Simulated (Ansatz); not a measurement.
Input and command of a plane-wave DFT calculation in Ansatz:

```yaml
crystal:
  lattice:
    - [6.9142654484, -1.922965415, 0.0]
    - [6.9142654484, 1.922965415, 0.0]
    - [-0.7468658507, 0.0, 6.2888139324]
  atoms:
    - { symbol: Si, position: [0.05552936, 0.05552936, 0.87396351] }
    - { symbol: Si, position: [0.94447064, 0.94447064, 0.12603649] }
    - { symbol: Si, position: [0.55899935, 0.55899935, 0.65339544] }
    - { symbol: Si, position: [0.44100065, 0.44100065, 0.34660456] }
    - { symbol: Si, position: [0.21274266, 0.21274266, 0.05730781] }
    - { symbol: Si, position: [0.78725734, 0.78725734, 0.94269219] }
    - { symbol: Si, position: [0.72710933, 0.72710933, 0.58557765] }
    - { symbol: Si, position: [0.27289067, 0.27289067, 0.41442235] }
basis:
  ecutwfc: 420
kpoints:
  mp_grid: { grid: [6, 6, 4] }
hamiltonian:
  xc: lda
scf:
  occupations: { method: gaussian, width: 0.1 }
output:
  forces: true
  stress: true
  eigenvalues: true
```

```bash
ansatz run input.yaml --threads 2 --pin off --max-ram 5120MiB --backend cpu --events-out ev --progress --plain --runs-dir out
```

Processor: Intel(R) Xeon(R) 6975P-C (Granite Rapids), 2 threads, on a host shared with other jobs.

Question: How long does it run, and how much memory does it take?

Answer: About 2.7 s on 2 threads of Intel(R) Xeon(R) 6975P-C (Granite Rapids), with other jobs on the host, peak memory 0.5 GiB. It solves 24 bands at 47 k points (the mesh reduced by the symmetry that the task leaves, which can be less than the crystal's) with about 3267 plane waves, in 6 SCF iterations.
